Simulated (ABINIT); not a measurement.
# CuO (Tenorite) (C2/c) in ABINIT: band structure with PBEsol

Aim: the band structure of CuO (Tenorite) with PBEsol.

Program: ABINIT 10.8.3 (patched build). These are calculated values, not measurements. Logs are shortened: lines on timing, memory, paths and dates and some standing lists are left out, and cuts for length are marked. The log counts tension as positive stress, the text compression.

### Step 1. The structure

It takes space group C2/c (No. 15, monoclinic). The conventional cell has a = 4.684 Å, b = 3.423 Å, c = 5.129 Å, α = 90.00°, β = 99.54°, γ = 90.00°. Around Cu (site symmetry -1) lie 4 O at 1.95 to 1.96 Å. O (site symmetry 2) has 4 Cu at 1.95 to 1.96 Å as nearest neighbours.

### Step 2. Band structure, PBEsol

Input file run.abi:

```
# Datasets: ground state, then fixed potential
ndtset 2

# Pseudopotentials
pp_dirpath "./"
pseudos "Cu.GGA_PBE-JTH.xml, O.GGA_PBE-JTH.xml"

# Structure
acell 3*1.0
rprim
     4.4254551250    -3.2338883171     0.0000000000
     4.4254551250     3.2338883171     0.0000000000
    -1.6063190351     0.0000000000     9.5579879301
ntypat 2
znucl 29 8
natom 4
typat 1 1 2 2
xred
     0.5000000000     0.0000000000     0.5000000000
     0.0000000000     0.5000000000     0.0000000000
     0.4184000000     0.5816000000     0.7500000000
     0.5816000000     0.4184000000     0.2500000000
chkprim 0
chksymtnons 0
tolsym 1.0e-6

# Plane-wave basis
ecut 26.0
pawecutdg 48.0
pawxcdev 0

# Exchange and correlation
ixc -116133

# Bands and occupations
occopt 3
tsmear 0.05 eV

# SCF cycle
nstep 100

# Output
iomode 3
prtwf 0
prteig 0
prtebands 0
prtden1 1
prtvha1 1
prtvclmb1 1
prtpot1 1

# Dataset 1
kptopt1 1
ngkpt1 10 10 5
nshiftk1 1
shiftk1 0.0 0.0 0.0
nband1 30
tolvrs1 1.0e-9

# Dataset 2: bands along G-Y-F-L-I
iscf2 -2
getden2 1
nband2 36
nbdbuf2 4
tolwfr2 1.0e-11
kptopt2 -4
ndivsm2 6
prteig2 1
prtvol2 -3
kptbounds2
     0.0000000000     0.0000000000     0.0000000000
    -0.5000000000    -0.5000000000     0.0000000000
    -0.5247847702    -0.5247847702     0.3275098836
    -0.5000000000    -0.5000000000     0.5000000000
    -0.6335075857    -0.3664924143     0.5000000000
```

Potentials or basis: JTH PAW PBE v2.0.

Launch:

```sh
$ abinit run.abi > log 2>&1
```

run.abo:

```text
.Version 10.8.3 of ABINIT
 DATASET    1 : space group C2/c (# 15); Bravais mC (1-face-center monocl.)
================================================================================
 Values of the parameters that define the memory need for DATASET  1.
     intxc =       0    ionmov =       0      iscf =      17    lmnmax =      18
     lnmax =       6     mgfft =      48  mpssoang =       3    mqgrid =    3001
     natom =       4  nloc_mem =       2    nspden =       1   nspinor =       1
    nsppol =       1      nsym =       4    n1xccc =       1    ntypat =       2
    occopt =       3   xclevel =       2
       mpw =        1749          nfft =       34992          nkpt =         141
 PAW method is used; the additional fine FFT grid is defined by:
   mgfftf=        64    nfftf =     82944
================================================================================
================================================================================

 DATASET    2 : space group C2/c (# 15); Bravais mC (1-face-center monocl.)
================================================================================
 Values of the parameters that define the memory need for DATASET  2.
     intxc =       0    ionmov =       0      iscf =      -2    lmnmax =      18
     lnmax =       6     mgfft =      48  mpssoang =       3    mqgrid =    3001
     natom =       4  nloc_mem =       2    nspden =       1   nspinor =       1
    nsppol =       1      nsym =       4    n1xccc =       1    ntypat =       2
    occopt =       3   xclevel =       2
       mpw =        1749          nfft =       34992          nkpt =          65
 PAW method is used; the additional fine FFT grid is defined by:
   mgfftf=        64    nfftf =     82944
================================================================================
================================================================================

--------------------------------------------------------------------------------
------------- Echo of variables that govern the present computation ------------
--------------------------------------------------------------------------------
 -outvars: echo values of preprocessed input variables --------
            acell      1.0000000000E+00  1.0000000000E+00  1.0000000000E+00 Bohr
              amu      6.35460000E+01  1.59994000E+01
          chkprim           0
      chksymtnons           0
             ecut      2.60000000E+01 Hartree
           getden1          0
           getden2          1
[... 1148 lines left out ...]
 reduced coordinates (array xred) for    4 atoms
       0.500000000000     -0.000000000000      0.500000000000
      -0.000000000000      0.500000000000      0.000000000000
       0.418400000000      0.581600000000      0.750000000000
       0.581600000000      0.418400000000      0.250000000000

 cartesian coordinates (angstrom) at end:
    1      0.74591128609860    -0.85564999942690     2.52893469563177
    2      1.17092499921757     0.85564999942690     0.00000000000000
    3      1.70432942875669     0.27928415981294     3.79340204344765
    4      2.12934314187566    -0.27928415981294     1.26446734781588
 length scales=  1.000000000000  1.000000000000  1.000000000000 bohr
              =  0.529177210544  0.529177210544  0.529177210544 angstroms
 Eigenvalues (hartree) for nkpt=  65  k points:
 kpt#   1, nband= 36, wtk=  1.00000, kpt=  0.0000  0.0000  0.0000 (reduced coord)
  -3.92280   -3.92278   -2.36768   -2.36767   -2.36642   -2.36610   -2.35137   -2.35135
  -0.52836   -0.47845   -0.10018   -0.00266    0.01213    0.08108    0.08809    0.08820
   0.09042    0.09428    0.10412    0.10769    0.11620    0.12262    0.12473    0.14332
   0.21137    0.23837    0.26374    0.41870    0.50058    0.68863    0.77362    0.79918
   0.81057    0.82403    0.86339    0.88387
 kpt#   2, nband= 36, wtk=  1.00000, kpt= -0.0143 -0.0143  0.0000 (reduced coord)
  -3.92280   -3.92278   -2.36768   -2.36767   -2.36642   -2.36610   -2.35137   -2.35135
  -0.52827   -0.47842   -0.10004   -0.00266    0.01211    0.08044    0.08633    0.08786
   0.09150    0.09456    0.10392    0.10822    0.11668    0.12270    0.12476    0.14329
   0.21135    0.23808    0.26422    0.41920    0.50033    0.68823    0.77358    0.79676
   0.81254    0.82401    0.86250    0.88213
 kpt#   3, nband= 36, wtk=  1.00000, kpt= -0.0286 -0.0286  0.0000 (reduced coord)
  -3.92280   -3.92278   -2.36768   -2.36767   -2.36642   -2.36610   -2.35137   -2.35135
  -0.52802   -0.47835   -0.09963   -0.00264    0.01206    0.07855    0.08323    0.08708
   0.09277    0.09515    0.10350    0.10961    0.11796    0.12297    0.12488    0.14320
   0.21131    0.23725    0.26565    0.42070    0.49959    0.68695    0.77345    0.79189
[... 359 lines left out ...]
   0.19283    0.19283    0.40921    0.40921    0.53246    0.53246    0.65191    0.65191
   0.74266    0.74266    0.87507    0.87507
 kpt#  64, nband= 36, wtk=  1.00000, kpt= -0.6232 -0.3768  0.5000 (reduced coord)
  -3.92275   -3.92275   -2.36808   -2.36808   -2.36625   -2.36625   -2.35163   -2.35163
  -0.47594   -0.47594   -0.03194   -0.03194   -0.01695   -0.01695    0.01672    0.01672
   0.11011    0.11011    0.11930    0.11930    0.13804    0.13804    0.14967    0.14967
   0.19283    0.19283    0.41149    0.41149    0.53316    0.53316    0.65010    0.65010
   0.74205    0.74205    0.87897    0.87897
 kpt#  65, nband= 36, wtk=  1.00000, kpt= -0.6335 -0.3665  0.5000 (reduced coord)
  -3.92275   -3.92275   -2.36807   -2.36807   -2.36625   -2.36625   -2.35163   -2.35163
  -0.47640   -0.47640   -0.03057   -0.03057   -0.01855   -0.01855    0.01699    0.01699
   0.11072    0.11072    0.11912    0.11912    0.13772    0.13772    0.14921    0.14921
   0.19268    0.19268    0.41356    0.41356    0.53404    0.53404    0.64863    0.64863
   0.74169    0.74169    0.88155    0.88180

== END DATASET(S) ==============================================================
================================================================================

 -outvars: echo values of variables after computation  --------
            acell      1.0000000000E+00  1.0000000000E+00  1.0000000000E+00 Bohr
           etotal1    -4.2782255242E+02
            fcart1     1.0423320490E-20  2.1684043450E-19 -2.9168680550E-21
                       1.0423320490E-20  2.1684043450E-19 -2.9168680550E-21
                       1.4891259599E-19 -6.5583745561E-03 -1.0786470360E-20
                      -1.6975923697E-19  6.5583745561E-03  1.6620206470E-20
            rprim      4.4254551250E+00 -3.2338883171E+00  0.0000000000E+00
                       4.4254551250E+00  3.2338883171E+00  0.0000000000E+00
                      -1.6063190351E+00  0.0000000000E+00  9.5579879301E+00
           strten1     1.0068560492E-04  5.2148326802E-06  1.4577400833E-04
                       0.0000000000E+00  1.9569428026E-05  0.0000000000E+00
           xangst      7.4591128610E-01 -8.5564999943E-01  2.5289346956E+00
                       1.1709249992E+00  8.5564999943E-01  0.0000000000E+00
                       1.7043294288E+00  2.7928415981E-01  3.7934020434E+00
                       2.1293431419E+00 -2.7928415981E-01  1.2644673478E+00
             xred      5.0000000000E-01 -1.0728731168E-17  5.0000000000E-01
                      -7.0879119052E-18  5.0000000000E-01  0.0000000000E+00
                       4.1840000000E-01  5.8160000000E-01  7.5000000000E-01
                       5.8160000000E-01  4.1840000000E-01  2.5000000000E-01
 Calculation completed.
```

It took 6.7 min on 1 thread of Arm Neoverse V2, shared host; peak memory 0.3 GiB.

What came out:

- Free energy: -11641.6447 eV
- Pressure: -2.5 GPa
- Largest force: 0.337 eV/Å
- Band gap on the k mesh: none (metal or under the smearing width)
- Valence electrons inside the program's atomic spheres: Cu 17.31; O 4.49

Forces on the atoms (eV/Å):
```
Cu   0.000  0.000  0.000
Cu   0.000  0.000  0.000
O    0.000 -0.337  0.000
O    0.000  0.337  0.000
```

Stress tensor (GPa, compression positive):
```
-2.96  0.00 -0.58
 0.00 -0.15  0.00
-0.58  0.00 -4.29
```

Levels at the corners of the path, in eV from the Fermi level:
```csv
point,band 22,band 23,band 24,band 25,band 26,band 27,band 28,band 29
Γ,-2.20,-2.14,-1.64,0.22,0.95,1.64,5.86,8.09
Y,-2.11,-1.66,-1.19,-0.64,1.08,3.17,6.97,8.38
F,-1.83,-1.33,-1.31,-0.66,0.18,4.09,6.02,8.57
L,-1.64,-1.29,-1.29,-0.42,-0.42,5.07,5.07,8.91
I,-1.79,-1.48,-1.48,-0.29,-0.29,5.72,5.72,9.00
```

Caveat: the PAW data sets were made with another functional, which shifts forces and pressure a little; the run has no spin polarisation, though such a crystal can be magnetic; semilocal functionals often make such compounds metallic where correlation or magnetic order opens a gap, which also shifts bond lengths. With open d or f shells a metallic result of PBEsol can be an artefact of self-interaction; +U or a hybrid may open a gap.
